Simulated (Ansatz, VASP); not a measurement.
# LiCl: VASP beside Ansatz

File INCAR:

```
  PREC = Accurate
  ENCUT = 600
  EDIFF = 1E-7
  ISMEAR = 0
  SIGMA = 0.02
  LREAL = False
  LASPH = True
  NELM = 100
  ALGO = Normal
  ISIF = 3
  LWAVE = False
  LCHARG = False
  GGA = PE
  IBRION = 2
  NSW = 100
  EDIFFG = -0.01
```

File KPOINTS:

```
Automatic mesh
0
Gamma
  8 8 8
```

File POSCAR:

```
LiCl
1.0
    0.0000000000      2.5767673228      2.5767673228
    2.5767673228      0.0000000000      2.5767673228
    2.5767673228      2.5767673228      0.0000000000
Li Cl
1 1
Direct
    0.0000000000      0.0000000000      0.0000000000
    0.5000000000      0.5000000000      0.5000000000
```

Input for Ansatz:

```yaml
crystal:
  lattice:
    - [0.0, 2.5767673228, 2.5767673228]
    - [2.5767673228, 0.0, 2.5767673228]
    - [2.5767673228, 2.5767673228, 0.0]
  atoms:
    - { symbol: Li, position: [0.0, 0.0, 0.0] }
    - { symbol: Cl, position: [0.5, 0.5, 0.5] }
basis:
  ecutwfc: 420
kpoints:
  mp_grid: { grid: [8, 8, 8] }
hamiltonian:
  xc: pbe
scf:
  occupations: { method: gaussian, width: 0.02 }
output:
  forces: true
  stress: true
  eigenvalues: true
relax:
  adjacent_minimum: "off"
  f_tol: 0.01
  max_steps: 80
  cell: { stress_tol: 0.05 }
```

Alike in both runs: task relaxation of cell and atoms; functional PBE; k mesh 8 × 8 × 8; occupations gaussian, width 0.02 eV; no spin polarisation.

|  | VASP | Ansatz |
| --- | --- | --- |
| version | VASP 6.6.1 | Ansatz 0.2.0 |
| potentials or method | VASP PAW PBE potentials, release 64 (Li_sv, Cl) | scalar-relativistic, plane waves, PAW |
| plane-wave cutoff (eV) | 600 | 420 |
| valence electrons in the cell | 10 | 10 |

Ansatz gave:

* gap on the k mesh at the Fermi level, each at its own relaxed structure (eV): 6.26
* relaxed volume (Å³/atom): 17.09
* relaxed cell length with the largest relative difference (Å): 3.643

Question: Which values does VASP return?

Answer: gap on the k mesh at the Fermi level, each at its own relaxed structure (eV): 6.27; relaxed volume (Å³/atom): 17.07; relaxed cell length with the largest relative difference (Å): 3.641.

Caveats: the cutoff is under 1.25 times the usual one of these potentials, so pressure, stress and relaxed cells hold a basis-set (Pulay) error (VASP). A k mesh can miss the band edges.
